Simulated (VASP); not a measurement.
Set up this calculation in VASP 6.6.1, as the native input.

```
Task                   : band structure
Functional             : TB-mBJ
Potentials or basis    : VASP PAW PBE potentials, release 64 (Ge_d, S)
Cutoff                 : 520 eV
k mesh                 : 4 × 8 × 6
Occupations            : gaussian, width 0.03 eV
Spin                   : no spin polarisation
Further INCAR settings : ALGO = Normal; EDIFF = 1e-06
```

Crystal: GeS.

```
Ge S
1.0
    10.65745    0.00000    0.00000
     0.00000    3.68424    0.00000
     0.00000    0.00000    4.34935
Ge S
4 4
Direct
  0.12473 0.25000 0.13269
  0.37527 0.75000 0.63269
  0.62473 0.25000 0.36731
  0.87527 0.75000 0.86731
  0.84950 0.25000 0.49643
  0.65050 0.75000 0.99643
  0.34950 0.25000 0.00357
  0.15050 0.75000 0.50357
```

One way to write it, as run:

POSCAR

```
GeS                                     
1.0
   10.6574531290      0.0000000000      0.0000000000
    0.0000000000      3.6842406816      0.0000000000
    0.0000000000      0.0000000000      4.3493489617
  Ge              S             
     4     4
Direct
     0.1247307389281593    0.2500000000000000    0.1326890020419413
     0.3752692610718407    0.7500000000000000    0.6326890020419412
     0.6247307389281593    0.2500000000000000    0.3673109979580587
     0.8752692610718407    0.7500000000000000    0.8673109979580588
     0.8495031896761398    0.2500000000000000    0.4964264727104492
     0.6504968103238602    0.7500000000000000    0.9964264727104492
     0.3495031896761398    0.2500000000000000    0.0035735272895508
     0.1504968103238602    0.7500000000000000    0.5035735272895508
```

INCAR.step1

```
SYSTEM = GeS
PREC     = Accurate       ! precision mode
ENCUT    = 520            ! plane-wave cutoff, eV
EDIFF    = 1E-5           ! SCF threshold, eV
ISMEAR   = 0              ! smearing method
SIGMA    = 0.03           ! smearing width, eV
LREAL    = .False.        ! projectors in reciprocal space
LASPH    = .True.         ! aspherical terms in the spheres
NELM     = 80             ! most SCF steps
ALGO     = Normal         ! electronic algorithm
ISIF     = 2              ! what is computed and relaxed
LWAVE    = .True.         ! write WAVECAR
LCHARG   = .False.        ! write CHGCAR
KPAR     = 2            
GGA      = PE             ! functional
```

INCAR.step2

```
SYSTEM = GeS
PREC     = Accurate       ! precision mode
ENCUT    = 520            ! plane-wave cutoff, eV
EDIFF    = 1E-6           ! SCF threshold, eV
ISMEAR   = 0              ! smearing method
SIGMA    = 0.03           ! smearing width, eV
LREAL    = .False.        ! projectors in reciprocal space
LASPH    = .True.         ! aspherical terms in the spheres
NELM     = 80             ! most SCF steps
ALGO     = Normal         ! electronic algorithm
ISIF     = 2              ! what is computed and relaxed
LWAVE    = .False.        ! write WAVECAR
LCHARG   = .False.        ! write CHGCAR
METAGGA  = MBJ            ! meta-GGA
KPAR     = 2            
ISTART   = 1
```

KPOINTS

```
regular mesh
0
Gamma
  4 8 6
  0 0 0
```

KPOINTS_OPT

```
explicit points
198
Reciprocal
 0.0000000000  0.0000000000  0.0000000000 1
 0.0000000000  0.0555555556  0.0000000000 1
 0.0000000000  0.1111111111  0.0000000000 1
 0.0000000000  0.1666666667  0.0000000000 1
 0.0000000000  0.2222222222  0.0000000000 1
 0.0000000000  0.2777777778  0.0000000000 1
[... 190 lines left out ...]
 0.0000000000  0.5000000000  0.0239472500 1
 0.0000000000  0.5000000000 -0.0239472500 1
```

Potentials or basis: VASP PAW PBE potentials, release 64 (Ge_d, S).

Launch:

```bash
$ cat potpaw_PBE.64/Ge_d/POTCAR potpaw_PBE.64/S/POTCAR > POTCAR
$ cp INCAR.step1 INCAR
$ mpirun -np 2 vasp_std > vasp.out
$ cp INCAR.step2 INCAR
$ mpirun -np 2 vasp_std > vasp.out
```

Results of the run:

```json
{
  "Band gap on the k mesh": "1.68 eV, indirect (least direct gap 1.74 eV)",
  "Band gap along the path": "1.68 eV, indirect (least direct gap 1.74 eV)"
}
```

Run time: 11 min on 2 MPI ranks on Intel(R) Xeon(R) 6975P-C (Granite Rapids), with other jobs on the host, peak memory 0.72 GiB a rank.
